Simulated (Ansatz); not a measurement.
**ZnO: the gap under strain, fitted and tested**

Plane-wave DFT in Ansatz, PBEsol, scalar-relativistic PAW potentials, cutoff 420 eV, no spin-orbit coupling; no spin polarisation. ZnO in space group P6_3mc. Biaxial strain in the a-b plane; c and atoms relaxed (conventional cell); Kohn–Sham gaps sought over the whole zone.

```tsv
strain (%)	space group	gap (eV)
-6.0	P6_3mc	?
-4.0	P6_3mc	0.633
-2.0	P6_3mc	0.672
+0.0	P6_3mc	0.704
+2.0	P6_3mc	0.723
+4.0	P6_3mc	0.731
+6.0	P6_3mc	0.748
```

**Question.** Fit the given gaps and predict the missing one.

**Answer.** Next to zero the slopes are +16 meV per % on the compressed side and +10 on the stretched side. No break shows at zero, so all given rows go into a parabola: E_g = 0.701 +0.0129 ε -0.00092 ε² eV (ε in %; scatter 3 meV). At -6.0 % this gives 0.590 eV; the run gave 0.588 eV, 2 meV away. The fit holds.

Cost: about 6.1 core-minutes for the runs cited, on Arm Neoverse V1 (shared hosts).